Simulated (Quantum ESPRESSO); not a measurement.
The system is InP.

```
In P
1.0
     0.00000    2.93050    2.93050
     2.93050    0.00000    2.93050
     2.93050    2.93050    0.00000
In P
1 1
Direct
  0.00000 0.00000 0.00000
  0.75000 0.75000 0.75000
```

Program: Quantum ESPRESSO 7.5. Alike in all runs: task dielectric tensor; no spin polarisation; cell as given; k mesh 6 × 6 × 6, shifted; cutoff (eV) 762; smearing fermi-dirac 0.05 eV.

Q: Order these runs on this cell by their pressure, lowest first.
A. level BLYP; potentials or basis GBRV 1.5 PBE
B. level PBE; potentials or basis GBRV 1.5 PBE
C. level WC; potentials or basis GBRV 1.5 PBE
D. level LDA; potentials or basis GBRV 1.5 LDA; form of the LDA correlation PZ81

A: D (-1.4 GPa), C (0.6 GPa), B (3.1 GPa), A (6.6 GPa).

Caveats: the cell is more than 3 GPa from zero pressure, which shifts response properties (some runs); the potentials were made for another functional, which shifts forces and pressure (some runs).
